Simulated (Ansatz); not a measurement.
Wanted: the native input for an Ansatz 0.2.0 run.

| Item | Value |
| --- | --- |
| Task | relaxation of cell and atoms |
| Functional | PBEsol |
| Potentials or basis | all-electron LAPW, scalar-relativistic |
| Basis error allowed | 0.002 eV/atom |
| k mesh | 8 × 8 × 8 |
| Occupations | fermi-dirac, width 0.05 eV |
| Spin | no spin polarisation |

The system is AlCu3.

```
Cu Al
1.0
     0.00000    2.88801    2.88801
     2.88801    0.00000    2.88801
     2.88801    2.88801    0.00000
Cu Al
3 1
Direct
  0.75000 0.75000 0.75000
  0.25000 0.25000 0.25000
  0.50000 0.50000 0.50000
  0.00000 0.00000 0.00000
```

The cell comes from a database or a generator and needn't be the stable form of this composition.

These files were run (other wordings do the same):

input.yaml

```yaml
crystal:
  lattice:
    - [0.0, 2.888010988, 2.888010988]
    - [2.888010988, 0.0, 2.888010988]
    - [2.888010988, 2.888010988, 0.0]
  atoms:
    - { symbol: Cu, position: [0.75, 0.75, 0.75] }
    - { symbol: Cu, position: [0.25, 0.25, 0.25] }
    - { symbol: Cu, position: [0.5, 0.5, 0.5] }
    - { symbol: Al, position: [0.0, 0.0, 0.0] }
kpoints:
  mp_grid: { grid: [8, 8, 8] }
scf:
  occupations: { method: fermi_dirac, width: 0.05 }
hamiltonian:
  xc: pbesol
  pseudopotentials: { kind: all_electron, lapw: { basis_error: 0.002 } }
output:
  forces: true
  stress: true
relax:
  f_tol: 0.02
  max_steps: 60
  cell: {}
```

Potentials or basis: all-electron LAPW, scalar-relativistic.

Command:

```bash
$ ansatz run input.yaml --threads 2 --pin off --max-ram 8192MiB --backend cpu --events-out ev --progress --plain --runs-dir out
```

It gave:

The relaxed volume is 11.98 Å³/atom and the relaxed cell is a = 4.077 Å, b = 4.077 Å, c = 4.077 Å, α = 60.00°, β = 60.00°, γ = 60.00°. The space group after relaxing (to 0.05 Å) is Fm-3m (No. 225). The energy gained by relaxing is 0.1 meV/atom, the ionic steps are 4 and the pressure after relaxing is 0.0 GPa.

Wall time 30 s on 2 threads of Arm Neoverse V1, with other jobs on the host, peak memory 0.44 GiB.
